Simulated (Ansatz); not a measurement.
The system is CoO.

```xyz
2
Lattice="-1.5080 1.5080 2.1072 1.5080 -1.5080 2.1072 1.5080 1.5080 -2.1072" Properties=species:S:1:pos:R:3 pbc="T T T"
Co    0.0000    0.0000    0.0000
O     0.0000    0.0000    2.1072
```

| Item | Value |
| --- | --- |
| Program | Ansatz 0.2.0 |
| Task | relaxation of cell and atoms |
| Functional | PBEsol |
| Dispersion | D3(BJ) |
| Potentials or basis | Ansatz PAW |
| Cutoff | 420 eV (not typed: the program's choice for these potentials) |
| k mesh | 12 × 12 × 12 |
| Occupations | fermi-dirac, width 0.05 eV |
| Spin | collinear spin, ferromagnetic start |
| Starting moments | [2.0, 0.0] μB |

At the start: volume 9.58 Å³/atom.

Where does the relaxation end?

It ends after 14 steps and the volume is 9.61 Å³/atom (+0.3 %); space group Fm-3m (No. 225, to 0.05 Å); moment 2.95 μB per cell.

Step by step:
| step | energy change (eV) | largest force (eV/Å) | volume (Å³) |
| --- | --- | --- | --- |
| 1 | 0.0000 | 0.0000 | 19.17 |
| 2 | -0.0015 | 0.0000 | 19.27 |
| 3 | -0.0032 | 0.0000 | 19.25 |
| 4 | -0.0040 | 0.0000 | 19.23 |
| 5 | -0.0041 | 0.0000 | 19.21 |
| 6 | -0.0041 | 0.0000 | 19.22 |
| 7 | -0.0041 | 0.0000 | 19.22 |
| 8 | -0.0041 | 0.0000 | 19.22 |
| 9 | -0.0041 | 0.0000 | 19.22 |
| 10 | -0.0042 | 0.0000 | 19.22 |
| 11 | -0.0042 | 0.0000 | 19.22 |
| 12 | -0.0045 | 0.0000 | 19.22 |
| 13 | -0.0045 | 0.0000 | 19.22 |
| 14 | -0.0045 | 0.0000 | 19.22 |

Final structure:
```
Co O
1.0
    -1.50376    1.50376    2.12471
     1.50376   -1.50376    2.12471
     1.50376    1.50376   -2.12471
Co O
1 1
Direct
  0.00000 0.00000 0.00000
  0.50000 0.50000 0.00000
```

Caveat: the plane-wave basis is chosen anew once the cell has moved, so the energies of steps on either side of that aren't comparable; the pressure holds a Pulay correction of +0.8 GPa for the finite cutoff; a cell with one magnetic atom can't hold antiferromagnetic order, which such compounds often take; pairwise dispersion overbinds metals, which lowers pressure and volume; the PAW data sets come from PBE, with cores solved anew for the run's functional, which leaves a small shift of forces and pressure.
